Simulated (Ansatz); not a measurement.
GeTe:
Space group R3m, hexagonal axes (No. 160); a = b = 4.1873 Å, c = 11.0734 Å, α = β = 90.00°, γ = 120.00°

```json
[
 {"atom": "Ge", "site": "3a", "symmetry": "3m", "x": "0.0000", "y": "0.0000", "z": "0.7684"},
 {"atom": "Te", "site": "3a", "symmetry": "3m", "x": "0.0000", "y": "0.0000", "z": "0.2316"}
]
```
(The calculation used a cell of 2 atoms; values per cell refer to that cell.)

Relaxed with r²SCAN.

Task: Which orbitals make up the states near the band edges in r²SCAN (plane waves, PAW; program Ansatz)?

Result: Top 1 eV of the valence band: Te 5p 57 %, Ge 4p 20 %, Ge 4s 18 %. Bottom 1 eV of the conduction band: Ge 4p 67 %, Te 5p 18 %, Te 5s 7 %. Projections are on Löwdin-orthogonalised atomic valence shells; empty p or d shells of many metals are not among them.

Task: Tabulate the density of states.

Result: States/eV per cell of 2 atoms, in 0.25 eV bins, energy from the valence-band maximum.

```
E (eV)  total  Te 5p  Ge 4p  Ge 4s
------  -----  -----  -----  -----
-7.87    0.72   0.15   0.02   0.42
-7.62    0.46   0.10   0.02   0.26
-7.37    0.35   0.07   0.01   0.19
-7.12    0.25   0.05   0.01   0.13
-6.87    0.21   0.04   0.01   0.11
-6.62    0.15   0.03   0.01   0.08
-6.37    0.12   0.02   0.00   0.06
-6.12    0.09   0.01   0.00   0.05
-5.87    0.06   0.01   0.00   0.04
-5.62    0.04   0.01   0.00   0.03
-5.37    0.25   0.12   0.09   0.03
-5.12    0.73   0.39   0.31   0.02
-4.87    0.90   0.50   0.37   0.02
-4.62    0.80   0.45   0.32   0.02
-4.37    0.93   0.52   0.36   0.02
-4.12    1.04   0.60   0.39   0.03
-3.87    1.25   0.73   0.46   0.03
-3.62    1.58   0.96   0.56   0.04
-3.37    1.57   0.96   0.53   0.04
-3.12    1.55   0.96   0.51   0.05
-2.87    1.58   1.00   0.49   0.05
-2.62    1.60   1.03   0.47   0.06
-2.37    1.66   1.09   0.46   0.07
-2.12    1.68   1.12   0.44   0.08
-1.87    1.20   0.75   0.33   0.09
-1.62    0.90   0.48   0.28   0.12
-1.37    1.08   0.56   0.32   0.16
-1.12    1.27   0.68   0.35   0.20
-0.87    1.13   0.63   0.27   0.19
-0.62    0.74   0.43   0.14   0.14
-0.37    0.49   0.30   0.07   0.10
-0.12    0.07   0.04   0.01   0.02
0.13     0.00   0.00   0.00   0.00
0.38     0.00   0.00   0.00   0.00
0.63     0.01   0.00   0.01   0.00
0.88     0.22   0.04   0.15   0.01
1.13     1.05   0.17   0.71   0.03
1.38     1.89   0.35   1.27   0.06
1.63     1.73   0.37   1.13   0.05
1.88     1.46   0.35   0.91   0.04
2.13     1.40   0.37   0.84   0.04
2.38     1.50   0.40   0.85   0.04
2.63     1.93   0.50   0.96   0.04
2.88     1.62   0.45   0.84   0.03
3.13     1.08   0.33   0.61   0.02
3.38     1.17   0.37   0.66   0.02
3.63     1.26   0.40   0.68   0.02
3.88     1.24   0.39   0.63   0.01
4.13     1.39   0.42   0.66   0.01
4.38     1.12   0.35   0.53   0.01
4.63     0.88   0.29   0.42   0.01
4.88     0.70   0.23   0.33   0.01
5.13     0.74   0.20   0.28   0.01
5.38     1.41   0.24   0.34   0.01
```

The r²SCAN relaxation kept the symmetry of its start; of distortions, only those at the zone centre were tested. Spin–orbit coupling is left out wherever it is not named.

Potentials: the later of the program's two PAW sets.
